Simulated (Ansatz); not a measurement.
CdSe (Cadmoselite) under changes of volume

One of the cells (28.102 Å³/atom); the others are scaled copies at fixed shape and fractional positions:

```xyz
4
Lattice="4.3000 0.0000 0.0000 -2.1500 3.7239 0.0000 0.0000 0.0000 7.0200" Properties=species:S:1:pos:R:3 pbc="T T T"
Cd    2.1500    1.2413    3.5100
Cd    0.0000    2.4826    0.0000
Se    2.1500    1.2413    6.2127
Se    0.0000    2.4826    2.7027
```

* Program: Ansatz 0.2.0
* Functional: PBE
* Potentials or basis: all-electron LAPW, scalar-relativistic
* Cutoff: 257 eV (chosen from the basis error)
* Basis error allowed: 0.002 eV/atom
* k mesh: 7 × 7 × 4
* Occupations: fermi-dirac, width 0.01 eV
* Spin: collinear spin, ferromagnetic start
* Starting moments: [0.5, 0.5, 0.0, 0.0] μB

```csv
volume (Å³/atom),energy over the lowest point (meV/atom),pressure (GPa),gap on the mesh (eV),largest force (eV/Å)
26.416,67.80,7.2,0.83,0.351
26.978,45.44,5.6,0.79,0.326
27.540,28.14,4.3,0.75,0.304
28.102,15.38,3.0,0.70,0.283
28.665,6.69,1.9,0.66,0.263
29.227,?,?,?,?
29.789,0.00,0.1,0.57,0.227
```

**Question.** What does the run at 29.227 Å³/atom give?

**Answer.** Energy over the lowest point 1.70 meV/atom; pressure 0.9 GPa; gap on the mesh 0.62 eV; largest force 0.244 eV/Å.

Worked out: A Birch-Murnaghan fit of order 3 (a polynomial in V^(-2/3)) to the other rows has its minimum at 29.82 Å³/atom, just outside them, with B0 = V·E''(V) = 45 GPa and B' = 4.6 at fixed shape and positions, which overstates the stiffness. It gives 1.69 meV/atom at 29.227 Å³/atom, against the run's 1.70, and -dE/dV = 0.9 GPa, against 0.9. A straight line through the other rows of the gap, of slope -2.17 eV per unit of ln V (its deformation potential), gives 0.62 eV, against the run's 0.62.

Energies are extrapolated to zero smearing.

Caveats: the starting moments weren't kept.

Spin-orbit coupling on Cd, Se is left out.
